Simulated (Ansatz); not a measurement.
# Cu2ZnSnS4: the band gap up the ladder of functionals

The task here is to estimate one member of a computed series from the others.

Program: Ansatz 0.2.0. PAW datasets, plane waves. The cell comes from a prototype generator: it can be a known phase or a hypothetical one. Spin polarisation is off.

## The cell

The cell was relaxed beforehand with r2SCAN.

The symmetry is I-42m (No. 121, tetragonal); conventional cell a = 5.404 Å, c = 10.854 Å, 19.81 Å³ an atom. Near Cu stand 4 S at 2.30 Å; near Zn stand 4 S at 2.35 Å; near Sn stand 4 S at 2.44 Å; near S stand 2 Cu at 2.30 Å and 1 Zn at 2.35 Å and 1 Sn at 2.44 Å.

Coordinates:

```cif
data_structure
_symmetry_space_group_name_H-M 'I-42m'
_symmetry_Int_Tables_number 121
_cell_length_a 5.4043
_cell_length_b 5.4043
_cell_length_c 10.8544
_cell_angle_alpha 90.000
_cell_angle_beta 90.000
_cell_angle_gamma 90.000
_cell_volume 317.02
loop_
_atom_site_label
_atom_site_type_symbol
_atom_site_symmetry_multiplicity
_atom_site_Wyckoff_symbol
_atom_site_fract_x
_atom_site_fract_y
_atom_site_fract_z
_atom_site_occupancy
Cu1 Cu 4 d 0.00000 0.50000 0.25000 1
Zn1 Zn 2 a 0.00000 0.00000 0.00000 1
Sn1 Sn 2 b 0.50000 0.50000 0.00000 1
S1 S 8 i 0.75757 0.75757 0.13285 1
```

The first run:

input.yaml reads:

```yaml
crystal:
  lattice:
    - [-2.7021619588, 2.7021619588, 5.4272154525]
    - [2.7021619588, -2.7021619588, 5.4272154525]
    - [2.7021619588, 2.7021619588, -5.4272154525]
  atoms:
    - { symbol: Cu, position: [0.75, 0.25, 0.5] }
    - { symbol: Cu, position: [0.25, 0.75, 0.5] }
    - { symbol: Zn, position: [0.0, 0.0, 0.0] }
    - { symbol: Sn, position: [0.5, 0.5, 0.0] }
    - { symbol: S, position: [0.8904178861, 0.8904178861, 0.5151336497] }
    - { symbol: S, position: [0.1095821139, 0.6247157636, 0.0] }
    - { symbol: S, position: [0.6247157636, 0.1095821139, 0.0] }
    - { symbol: S, position: [0.3752842364, 0.3752842364, 0.4848663503] }
kpoints:
  mp_grid: { grid: [6, 6, 6] }
  band_path:
    path:
      - [[0.0, 0.0, 0.0], [9.920525166623e-18, 3.11659471308e-17, 0.5], [0.25, 0.25, 0.25], [5.685388898506e-17, 0.5, -2.151439252435e-17], [0.0, 0.0, 0.0], [0.5, 0.5, -0.5], [0.3119738725177, 0.6880261274823, -0.3119738725177]]
      - [[-0.3119738725177, 0.3119738725177, 0.3119738725177], [0.0, 0.0, 0.0]]
      - [[9.920525166623e-18, 3.11659471308e-17, 0.5], [-0.1239477450354, 0.1239477450354, 0.5]]
      - [[0.5, 0.5, -0.1239477450354], [0.5, 0.5, -0.5]]
    npoints: 10
hamiltonian:
  xc: pbe
scf:
  occupations: { method: fermi_dirac, width: 0.02 }
  n_extra_bands: 6
output:
  forces: true
  stress: true
  eigenvalues: true
  write_density: true
  write_potential: true
  elf: true
  volumetric_format: npy
```

On the command line:

```sh
$ ansatz run input.yaml --threads 2 --pin off --max-ram 20275MiB --backend cpu --events-out ev --progress --plain --runs-dir out
```

Among the steps run: PBE bands along the symmetry lines; Single point with r2SCAN; HSE06 at the same geometry; PBE+SOC.

One table of the session follows, with a row left open; its other results are not shown here.

```
  level  gap (eV)
    PBE      0.06
 r2SCAN         ?
  HSE06      1.16
PBE+SOC      0.05
```

Estimate the missing values for r2SCAN.

**Answer.** gap (eV): 0.33. In the column «gap (eV)» it lies between PBE (0.06) and HSE06 (1.16).

Meshes: PBE 6×6×6, r2SCAN 6×6×6, HSE06 4×4×4, PBE+SOC 6×6×6

In words: The gap runs from 0.05 eV (PBE+SOC) to 1.16 eV (HSE06). PBE reaches 5 % of the HSE06 value, and r2SCAN 29 %.

Limits of these values: Warnings in the runs' records: stress exchange threshold loose, stress scf threshold loose.
